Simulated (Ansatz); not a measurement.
The system is MnO.

```
Mn O
1.0
     0.00000    2.22391    2.22391
     2.22391    0.00000    2.22391
     2.22391    2.22391    0.00000
Mn O
1 1
Cartesian
  0.0000 0.0000 0.0000
  2.2239 2.2239 2.2239
```

The cell is a database's computed one.

Base run:

- Program: Ansatz 0.2.0
- Functional: PBE
- Potentials or basis: SPMS NC
- Cutoff: 1034 eV (not typed: the program's choice for these potentials)
- k mesh: 10 × 10 × 10
- Occupations: fermi-dirac, width 0.05 eV
- Spin: collinear spin, ferromagnetic start
- Starting moments: [4.0, 0.0] μB

Its results: band gap on the k mesh none (metal or under the smearing width); pressure 0.3 GPa; net moment 4.83 μB per cell; site moments Mn +4.10; O +0.25 μB.

The run is repeated on the same cell with these changes: potentials or basis from SPMS NC to Ansatz PAW; cutoff from 1034 eV (not typed: the program's choice for these potentials) to 420 eV (not typed: the program's choice for these potentials); k mesh from 10 × 10 × 10 to 7 × 7 × 7. What comes out?

Band gap on the k mesh none (metal or under the smearing width); pressure -1.4 GPa; net moment 4.72 μB per cell; site moments Mn +4.02; O +0.22 μB.

Caveats: a cell with one magnetic atom can't hold antiferromagnetic order, which such compounds often take; semilocal functionals often make such compounds metallic where correlation or magnetic order opens a gap, which also shifts bond lengths.
